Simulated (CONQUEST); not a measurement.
SrCl2:

```
CELL_PARAMETERS angstrom
4.93327 0.00000 0.00000
0.00000 4.93327 0.00000
0.00000 0.00000 6.97670
ATOMIC_POSITIONS crystal
Sr 0.00000 0.00000 0.00000
Sr 0.50000 0.50000 0.50000
Cl 0.00000 0.50000 0.25000
Cl 0.50000 0.00000 0.75000
Cl 0.00000 0.50000 0.75000
Cl 0.50000 0.00000 0.25000
```

- Program: CONQUEST 1.3
- Task: single point
- Functional: PBEsol
- Potentials or basis: PseudoDojo NC PBEsol, DZP, grid cutoff 120 Ha
- k mesh: 6 × 6 × 4
- Occupations: fermi-dirac, width 0.05 eV
- Spin: no spin polarisation

On this cell: pressure -0.7 GPa; largest force zero by symmetry; band gap on the k mesh 5.25 eV.

The same run follows on a disturbed copy (atoms moved at random, drawn with an rms of 0.05 Å):

```
Sr Cl
1.0
     4.93327    0.00000    0.00000
     0.00000    4.93327    0.00000
     0.00000    0.00000    6.97670
Sr Cl
2 4
Direct
  0.49432 0.49525 0.49503
  0.99432 0.99525 0.99503
  0.00148 0.49674 0.25267
  0.50148 0.99674 0.75267
  0.49981 0.00503 0.25534
  0.99981 0.50503 0.75534
```

**Question.** What does the disturbed cell give?

**Answer.** The energy moves by +3.8 meV/atom; pressure -0.6 GPa; largest force 0.250 eV/Å; band gap on the k mesh 5.24 eV.

Forces on the atoms (eV/Å):
```
Sr   0.099  0.105  0.205
Sr   0.099  0.105  0.205
Cl  -0.077  0.029 -0.057
Cl  -0.077  0.029 -0.057
Cl  -0.022 -0.141 -0.130
Cl  -0.022 -0.141 -0.130
```

The forces don't sum to zero, so they hold noise of the program's grid.

Caveats: the box holds several primitive cells, so bands are folded and the points are those of the box's own zone; the basis of atomic orbitals isn't converged, which shifts pressures, moduli and gaps.

A k mesh can miss the band edges.
